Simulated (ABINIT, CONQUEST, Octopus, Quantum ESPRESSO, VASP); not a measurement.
## AlFe: 5 runs at one level of theory

```
Fe Al
1.0
     2.91000    0.00000    0.00000
     0.00000    2.91000    0.00000
     0.00000    0.00000    2.91000
Fe Al
1 1
Direct
  0.50000 0.50000 0.50000
  0.00000 0.00000 0.00000
```

Alike in all runs: task single point; functional PBE; k mesh 9 × 9 × 9; occupations fermi-dirac, width 0.05 eV; collinear spin, ferromagnetic start; no spin-orbit coupling. Pressure is positive in compression and, in plane waves, holds the error of the finite cutoff.

```tsv
program and potentials	plane-wave cutoff (eV)	notes	pressure (GPa)	net moment per atom (μB)
Quantum ESPRESSO, SSSP 1.3 efficiency PBE	871	9.5 valence electrons an atom on average	-7.02	0.33
VASP, PBE PAW files Al, Fe, 520 eV	520	5.5 valence electrons an atom on average	?	?
Octopus, pseudodojo_pbe (PseudoDojo 0.5, PBE)	-	9.5 valence electrons an atom on average	-	0.36
ABINIT, JTH PAW PBE v2.0	707	9.5 valence electrons an atom on average	-6.44	0.33
CONQUEST, PseudoDojo NC PBE, DZP, grid cutoff 150 Ha	-	atomic basis; 9.5 valence electrons an atom on average	-2.43	0.36
```

Q: Estimate from the other rows what the run with VASP, PBE PAW files Al, Fe, 520 eV gave.

A: Pressure -6.15 GPa; net moment per atom 0.33 μB. The other rows, which needn't bracket it: pressure -7.02 to -2.43; net moment per atom 0.33 to 0.36.
